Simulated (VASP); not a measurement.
Input of a VASP 6.6.1 run:

The input INCAR:

```
SYSTEM = Pb
PREC = Accurate ; ENCUT = 520
EDIFF = 1E-8 ; ISMEAR = -1
SIGMA = 0.08 ; LREAL = .False.
LASPH = .True. ; NELM = 100
ALGO = Fast ; ISIF = 2
LWAVE = .False. ; LCHARG = .False.
GGA = PE ; LEFG = .True.
NBANDS = 21
```

KPOINTS

```
regular mesh
0
Gamma
  14 14 8
  0 0 0
```

Contents of POSCAR:

```
Pb
1.0
    3.5482533262      0.0000000000      0.0000000000
   -1.7741266631      3.0728775195      0.0000000000
    0.0000000000      0.0000000000      5.6996356773
Pb
2
Direct
    0.3333333333      0.6666666667      0.2500000000
    0.6666666667      0.3333333333      0.7500000000
```

Potentials or basis: VASP PAW PBE potentials, release 64 (Pb_d).

Run with:

```bash
$ cat potpaw_PBE.64/Pb_d/POTCAR > POTCAR
$ mpirun -np 1 vasp_std > vasp.out
```

**Question.** What does it give for the pressure?

**Answer.** 1.1 GPa.

**Question.** Estimate the band gap on the k mesh.

**Answer.** None (metal or under the smearing width).

Electric field gradients, principal values (V/Å²):
| atom | Vxx | Vyy | Vzz |
| --- | --- | --- | --- |
| 1 Pb | 21.037 | 21.040 | -42.077 |
| 2 Pb | 21.037 | 21.040 | -42.077 |

The run has no spin-orbit coupling, so splittings on Pb are missing.
